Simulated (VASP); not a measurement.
# SrTiO3 (Pm-3m) in VASP: single point with PBE0

Aim: the single point of SrTiO3 with PBE0.

All numbers are computed with VASP 6.6.1; they aren't measurements. Logs are shortened: lines on timing, memory, paths and dates and some standing lists are left out, and cuts for length are marked.

### 1 The crystal as given

Symmetry: Pm-3m, No. 221, cubic system. Conventional cell: a = 3.895 Å, b = 3.895 Å, c = 3.895 Å, α = 90.00°, β = 90.00°, γ = 90.00°. Sr (site symmetry m-3m) has 12 O at 2.75 Å as nearest neighbours. Ti (site symmetry m-3m) is surrounded by 6 O at 1.95 Å. O (site symmetry 4/mmm) has 2 Ti at 1.95 Å as nearest neighbours.

The cell is a database's computed one.

### 2 Single point, PBE0

POSCAR reads:

```
SrTiO3
1.0
    3.8946700000      0.0000000000      0.0000000000
    0.0000000000      3.8946700000      0.0000000000
    0.0000000000      0.0000000000      3.8946700000
Sr Ti O
1 1 3
Direct
    0.0000000000      0.0000000000      0.0000000000
    0.5000000000      0.5000000000      0.5000000000
    0.5000000000      0.0000000000      0.5000000000
    0.5000000000      0.5000000000      0.0000000000
    0.0000000000      0.5000000000      0.5000000000
```

INCAR.step1 reads:

```
ALGO = Normal
EDIFF = 1E-5
ENCUT = 520
GGA = PE
ISIF = 2
ISMEAR = 0
LASPH = T
LREAL = F
LWAVE = T
NELM = 60
PREC = Accurate
SIGMA = 0.02
```

INCAR.step2 reads:

```
AEXX = 0.25
ALGO = Normal
EDIFF = 1E-6
ENCUT = 520
GGA = PE
ISIF = 2
ISMEAR = 0
ISTART = 1
LASPH = T
LCHARG = T
LELF = T
LHFCALC = T
LREAL = F
LVHAR = T
LWAVE = F
NELM = 60
PREC = Accurate
PRECFOCK = Fast
SIGMA = 0.02
```

KPOINTS reads:

```
k-points
0
Gamma
  4 4 4
```

Potentials or basis: VASP PAW PBE potentials, release 64 (Sr_sv, Ti_sv, O).

Command:

```console
$ cat potpaw_PBE.64/Sr_sv/POTCAR potpaw_PBE.64/Ti_sv/POTCAR potpaw_PBE.64/O/POTCAR > POTCAR
$ cp INCAR.step1 INCAR
$ mpirun -np 1 vasp_std > vasp.out
$ cp INCAR.step2 INCAR
$ mpirun -np 1 vasp_std > vasp.out
```

OUTCAR:

```text
AEXX = 0.25
   EDIFF = 1E-6
   ENCUT = 520
   GGA = PE
   ISIF = 2
   ISMEAR = 0
   ISTART = 1
   LASPH = T
   LHFCALC = T
   LREAL = F
   NELM = 60
   PREC = Accurate
   PRECFOCK = Fast

 ion  position               nearest neighbor table
   1  0.000  0.000  0.000-   3 2.75   4 2.75   5 2.75   3 2.75   5 2.75   4 2.75   5 2.75   5 2.75
                             3 2.75   4 2.75   3 2.75   4 2.75   2 3.37   2 3.37   2 3.37   2 3.37
   2  0.500  0.500  0.500-   3 1.95   4 1.95   5 1.95   4 1.95   3 1.95   5 1.95   1 3.37   1 3.37
                             1 3.37   1 3.37   1 3.37   1 3.37   1 3.37   1 3.37
   3  0.500  0.000  0.500-   2 1.95   2 1.95   1 2.75   1 2.75   1 2.75   1 2.75
   4  0.500  0.500  0.000-   2 1.95   2 1.95   1 2.75   1 2.75   1 2.75   1 2.75
   5  0.000  0.500  0.500-   2 1.95   2 1.95   1 2.75   1 2.75   1 2.75   1 2.75

  LATTYP: Found a simple cubic cell.
 ALAT       =     3.8946700000

  Lattice vectors:

 A1 = (   3.8946700000,   0.0000000000,   0.0000000000)
 A2 = (   0.0000000000,   3.8946700000,   0.0000000000)
 A3 = (   0.0000000000,   0.0000000000,   3.8946700000)

Analysis of symmetry for initial positions (statically):
=====================================================================
 Subroutine PRICEL returns:
 Original cell was already a primitive cell.

 Routine SETGRP: Setting up the symmetry group for a
 simple cubic supercell.

 Subroutine GETGRP returns: Found 48 space group operations
 (whereof 48 operations were pure point group operations)
 out of a pool of 48 trial point group operations.

The static configuration has the point symmetry O_h .

Analysis of symmetry for dynamics (positions and initial velocities):
=====================================================================
 Subroutine PRICEL returns:
 Original cell was already a primitive cell.

 Routine SETGRP: Setting up the symmetry group for a
 simple cubic supercell.

 Subroutine GETGRP returns: Found 48 space group operations
 (whereof 48 operations were pure point group operations)
 out of a pool of 48 trial point group operations.

The dynamic configuration has the point symmetry O_h .

 Subroutine INISYM returns: Found 48 space group operations
 (whereof 48 operations are pure point group operations),
 and found     1 'primitive' translations

----------------------------------------------------------------------------------------

                                     Primitive cell

  volume of cell :      59.0761

  direct lattice vectors                    reciprocal lattice vectors
     3.894670000  0.000000000  0.000000000     0.256761163  0.000000000  0.000000000
     0.000000000  3.894670000  0.000000000     0.000000000  0.256761163  0.000000000
     0.000000000  0.000000000  3.894670000     0.000000000  0.000000000  0.256761163

  length of vectors
     3.894670000  3.894670000  3.894670000     0.256761163  0.256761163  0.256761163

  position of ions in fractional coordinates (direct lattice)
     0.000000000  0.000000000  0.000000000
     0.500000000  0.500000000  0.500000000
     0.500000000  0.000000000  0.500000000
     0.500000000  0.500000000  0.000000000
     0.000000000  0.500000000  0.500000000

  ion indices of the primitive-cell ions
   primitive index   ion index
                 1           1
                 2           2
                 3           3
                 4           4
                 5           5

----------------------------------------------------------------------------------------

 KPOINTS: k-points

Automatic generation of k-mesh.
 Grid dimensions read from file:
 generate k-points for:    4    4    4

 Generating k-lattice:

  Cartesian coordinates                     Fractional coordinates (reciprocal lattice)
     0.064190291  0.000000000  0.000000000     0.250000000  0.000000000  0.000000000
     0.000000000  0.064190291  0.000000000     0.000000000  0.250000000  0.000000000
     0.000000000  0.000000000  0.064190291     0.000000000  0.000000000  0.250000000

  Length of vectors
     0.064190291  0.064190291  0.064190291

  Shift w.r.t. Gamma in fractional coordinates (k-lattice)
     0.000000000  0.000000000  0.000000000

 Subroutine IBZKPT returns following result:
 ===========================================

 Found     10 irreducible k-points:

 Following reciprocal coordinates:
            Coordinates               Weight
  0.000000  0.000000  0.000000      1.000000
  0.250000  0.000000  0.000000      6.000000
  0.500000  0.000000  0.000000      3.000000
  0.250000  0.250000  0.000000     12.000000
  0.500000  0.250000  0.000000     12.000000
  0.500000  0.500000  0.000000      3.000000
  0.250000  0.250000  0.250000      8.000000
  0.500000  0.250000  0.250000     12.000000
  0.500000  0.500000  0.250000      6.000000
  0.500000  0.500000  0.500000      1.000000
   k-points           NKPTS =     10   k-points in BZ     NKDIM =     64   number of bands    NBANDS=     24
   number of dos      NEDOS =    301   number of ions     NIONS =      5
   total plane-waves  NPLWV =  27000
   dimension x,y,z NGX =    30 NGY =   30 NGZ =   30
   dimension x,y,z NGXF=    60 NGYF=   60 NGZF=   60
   ions per type =               1   1   3
   NGX,Y,Z   is equivalent  to a cutoff of  12.81, 12.81, 12.81 a.u.
   NGXF,Y,Z  is equivalent  to a cutoff of  25.61, 25.61, 25.61 a.u.
 SYSTEM =  unknown system
   PREC   = accura    normal or accurate (medium, high low for compatibility)
   ISTART =      1    job   : 0-new  1-cont  2-samecut
   ICHARG =      0    charge: 1-file 2-atom 10-const
   ISPIN  =      1    spin polarized calculation?
   LNONCOLLINEAR =      F non collinear calculations
   LSORBIT =      F    spin-orbit coupling
   LASPH  =      T    aspherical Exc in radial PAW
   ENCUT  =  520.0 eV  38.22 Ry    6.18 a.u.   7.24  7.24  7.24*2*pi/ulx,y,z
   NELM   =     60;   NELMIN=  2; NELMDL=  0     # of ELM steps
   EDIFF  = 0.1E-05   stopping-criterion for ELM
   LREAL  =      F    real-space projection
   EDIFFG = 0.1E-04   stopping-criterion for IOM
   NSW    =      0    number of steps for IOM
   IBRION =     -1    ionic relax: 0-MD 1-quasi-New 2-CG
   NFREE  =      0    steps in history (QN), initial steepest desc. (CG)
   ISIF   =      2    stress and relaxation
   ISYM   =      3    0-nonsym 1-usesym 2-fastsym
   POTIM  = 0.5000    time-step for ionic-motion
   TEBEG  =    0.0;   TEEND  =   0.0 temperature during run
   PSTRESS=    0.0 pullay stress
   NELECT =      40.0000    total number of electrons
   NUPDOWN=      -1.0000    fix difference up-down
   EMIN   =  10.00;   EMAX   =-10.00  energy-range for DOS
   EFERMI =   0.00;   METHOD = LEGACY
   ISMEAR =     0;   SIGMA  =   0.02  broadening in eV -4-tet -1-fermi 0-gaus
   EFERMI_NEDOS =   21; number of points for ismear=-14 and -15
   IALGO  =     38    algorithm
   IMIX   =      1    mixing-type and parameters
     AMIX     =   0.40;   BMIX     =  1.00
     AMIX_MAG =   1.60;   BMIX_MAG =  1.00
  volume/ion in A,a.u.               =      11.82        79.73
  Fermi-wavevector in a.u.,A,eV,Ry     =   1.437554  2.716583 28.117276  2.066561
  Thomas-Fermi vector in A             =   2.556619
   LORBIT       =      0    0 simple, 1 ext, 2 COOP (PROOUT), +10 PAW based schemes
   GGA     = PE    functional components
   LHFCALC =     T    Hartree Fock is set to
   PRECFOCK=fast      Normal, Fast or Accurate (Low or Medium for compatibility)
   ENCUT4O =  -1.0   cutoff for four orbital integrals eV
   NKREDX  =     1    reduce k-point grid by
   NKREDY  =     1    reduce k-point grid by
   NKREDZ  =     1    reduce k-point grid by
   AEXX    =    0.2500 exact exchange contribution
   HFSCREEN=    0.0000 screening length (either q_TF or 0.3 A-1)
   HFSCREENC=   0.0000 screening length for correlation (either q_TF or 0.3 A-1)
   ENCUTFOCK=  -1.0 apply spherical cutoff to Coloumb kernel
   IVDW    =     0    specifies the selected vdW correction
   LEPSILON=     F    determine dielectric tensor
   LRPA    =     F    only Hartree local field effects (RPA)
 non-spin polarized calculation
 Gauss-broadening in eV      SIGMA  =   0.02
  energy-cutoff  :      520.00
  volume of cell :       59.08
 maximum number of plane-waves:      1622
 NGX is ok and might be reduce to    30
  NGX = 16; NGY = 16; NGZ = 16

 number of electron      40.0000011 magnetization

 Free energy of the ion-electron system (eV)
  ---------------------------------------------------
  ext. energy  EPLUGINS =         0.00000000
  ---------------------------------------------------
  free energy    TOTEN  =       -51.37128606 eV

  energy without entropy =      -51.37128606  energy(sigma->0) =      -51.37128606

 E-fermi :   2.9533     XC(G=0):  -8.8959

 val. band max:        2.8083239746   @ k =   0.5000   0.5000   0.5000
 cond. band min:       6.8828270954   @ k =   0.0000   0.0000   0.0000
 fundamental gap:      4.0745031207
 Fermi energy:         2.9532509015

 k-point     1 :       0.0000    0.0000    0.0000
  band No.  band energies     occupation
      1     -58.0439      2.00000
      2     -32.6223      2.00000
      3     -32.6223      2.00000
      4     -32.6223      2.00000
      5     -31.8694      2.00000
      6     -16.3616      2.00000
[... 16 lines left out ...]
     23       6.8828      0.00000
     24       9.3523      0.00000

 k-point     2 :       0.2500    0.0000    0.0000
  band No.  band energies     occupation
      1     -58.0431      2.00000
      2     -32.6696      2.00000
      3     -32.6198      2.00000
      4     -32.6198      2.00000
      5     -31.8460      2.00000
      6     -16.3754      2.00000
[... 16 lines left out ...]
     23       8.0402      0.00000
     24       9.3662      0.00000
[... 187 lines left out ...]
     23       9.7603      0.00000
     24      12.0986      0.00000

 k-point    10 :       0.5000    0.5000    0.5000
  band No.  band energies     occupation
      1     -58.0393      2.00000
      2     -32.6887      2.00000
      3     -32.6887      2.00000
      4     -32.6887      2.00000
      5     -31.7993      2.00000
      6     -14.8857      2.00000
[... 16 lines left out ...]
     23       9.8837      0.00000
     24      12.2631      0.00000

------------------------ aborting loop because EDIFF is reached ----------------------------------------

  FORCE on cell =-STRESS in cart. coord.  units (eV):
  Direction    XX          YY          ZZ          XY          YZ          ZX
  --------------------------------------------------------------------------------------
  -------------------------------------------------------------------------------------
  Total        0.1785465      0.1785465      0.1785465     -0.0000000      0.0000000      0.0000000
  in kB        4.8422802      4.8422802      4.8422802     -0.0000000      0.0000000      0.0000000
  external PRESSURE =       4.8422802 kB  Pullay stress =       0.0000000 kB

 VOLUME and BASIS-vectors are now :
 -----------------------------------------------------------------------------
  energy-cutoff  :      520.00
  volume of cell :       59.08
      direct lattice vectors                 reciprocal lattice vectors
     3.894670000  0.000000000  0.000000000     0.256761163  0.000000000  0.000000000
     0.000000000  3.894670000  0.000000000     0.000000000  0.256761163  0.000000000
     0.000000000  0.000000000  3.894670000     0.000000000  0.000000000  0.256761163

 POSITION                                       TOTAL-FORCE (eV/Angst)
 -----------------------------------------------------------------------------------
      0.00000      0.00000      0.00000         0.000000      0.000000      0.000000
      1.94734      1.94734      1.94734         0.000000      0.000000      0.000000
      1.94734      0.00000      1.94734         0.000000      0.000000      0.000000
      1.94734      1.94734      0.00000         0.000000      0.000000      0.000000
      0.00000      1.94734      1.94734         0.000000      0.000000      0.000000
 -----------------------------------------------------------------------------------
    total drift:                                0.000005      0.000015     -0.000011

  FREE ENERGIE OF THE ION-ELECTRON SYSTEM (eV)
  ---------------------------------------------------
  free  energy   TOTEN  =       -51.3712860553 eV

  energy  without entropy=      -51.3712860553  energy(sigma->0) =      -51.37128606
```

Wall time 7.3 min (1 thread of Intel Xeon 6975P-C (Granite Rapids), shared host); peak memory 0.18 GiB.

Results:

- Free energy: -51.3713 eV
- Pressure: 0.5 GPa
- Band gap on the k mesh: 4.07 eV, indirect (least direct gap 4.44 eV)

Levels at points of the mesh, in eV from the valence-band top:
| k point | band 17 | band 18 | band 19 | band 20 | band 21 | band 22 | band 23 | band 24 |
| --- | --- | --- | --- | --- | --- | --- | --- | --- |
| (0.00, 0.00, 0.00) | -1.27 | -0.37 | -0.37 | -0.37 | 4.07 | 4.07 | 4.07 | 6.54 |
| (0.50, 0.00, 0.00) | -2.54 | -2.13 | -0.80 | -0.80 | 4.27 | 6.25 | 6.25 | 6.57 |
| (0.50, 0.50, 0.00) | -1.96 | -1.72 | -1.72 | -0.10 | 6.26 | 6.26 | 6.83 | 7.65 |
| (0.50, 0.50, 0.50) | -4.09 | 0.00 | 0.00 | 0.00 | 7.08 | 7.08 | 7.08 | 9.45 |

Caveat: the PAW data sets were made with another functional, which shifts forces and pressure a little.
